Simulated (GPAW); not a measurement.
Wanted: an ASE script for a GPAW 26.7.0 run.

* Task: band structure
* Functional: vdW-DF-cx
* Potentials or basis: GPAW PAW data sets (gpaw-data 1.2.1)
* Cutoff: 800 eV
* Basis: pw
* k mesh: 10 × 10 × 10
* Occupations: fermi-dirac, width 0.05 eV
* Spin: no spin polarisation
* Maxiter: 150
* Band path: GXWKGLUWLK,UX
* Band points: 80

The structure of C lies in C.cif:

```cif
data_C
_cell_length_a 2.52206604
_cell_length_b 2.52206604
_cell_length_c 2.52206604
_cell_angle_alpha 60.00000000
_cell_angle_beta 60.00000000
_cell_angle_gamma 60.00000000
_space_group_name_H-M_alt 'P1'
_space_group_name_Hall 'P 1'
_space_group_IT_number 1
loop_
_space_group_symop_operation_xyz
'x,y,z'
loop_
_atom_site_label
_atom_site_type_symbol
_atom_site_symmetry_multiplicity
_atom_site_Wyckoff_symbol
_atom_site_fract_x
_atom_site_fract_y
_atom_site_fract_z
_atom_site_occupancy
C1 C 1 a 0.7500000000 0.7500000000 0.7500000000 1
C2 C 1 a 0.5000000000 0.5000000000 0.5000000000 1
```

This isn't the form of C at room conditions, which is graphite.

These files were run (other wordings do the same):

run.py

```python
from ase.dft.bandgap import bandgap
from ase.io import read, write
from gpaw import GPAW, PW

atoms = read('C.cif')

calc = GPAW(mode=PW(800),
            xc={'name': 'vdW-DF-cx', 'backend': 'libvdwxc'},
            kpts={'size': (10, 10, 10), 'gamma': True},
            occupations={'name': 'fermi-dirac', 'width': 0.05},
            nbands=11,
            convergence={'density': 1e-05, 'energy': 1e-05},
            maxiter=150,
            txt='gpaw.txt')
atoms.calc = calc
energy = atoms.get_potential_energy()
forces = atoms.get_forces()
calc.write('gs.gpw')
write('result.traj', atoms)
print(f'Energy: {energy:.6f} eV')
print('Forces (eV/A):')
print(forces.round(4))
print('Fermi level:', round(calc.get_fermi_level(), 4), 'eV')
print(f'Gap: {bandgap(calc)[0]:.4f} eV, direct: {bandgap(calc, direct=True)[0]:.4f} eV')

path = atoms.cell.bandpath('GXWKGLUWLK,UX', npoints=80, eps=1e-4)
bs_calc = calc.fixed_density(kpts=path, symmetry='off', nbands=18,
                             convergence={'bands': 'CBM+6.0', 'eigenstates': 1e-6}, txt='bands.txt')
bs = bs_calc.band_structure()
bs.write('bs.json')
print(f'Gap on the path: {bandgap(bs_calc)[0]:.4f} eV')
```

Potentials or basis: GPAW PAW data sets (gpaw-data 1.2.1), pw.

Command:

```bash
$ OMP_NUM_THREADS=1 python run.py
```

Results of the run:

```json
{"Band gap on the k mesh": "4.14 eV, indirect (least direct gap 5.59 eV)", "Band gap along the path": "4.10 eV, indirect (least direct gap 5.59 eV)"}
```

Caveat: the PAW data sets were made with another functional, which shifts forces and pressure a little.

Wall time 18 s on 1 thread of AMD EPYC 7R43 64-Core Processor (Zen 3) (shared host), peak memory 0.18 GiB.
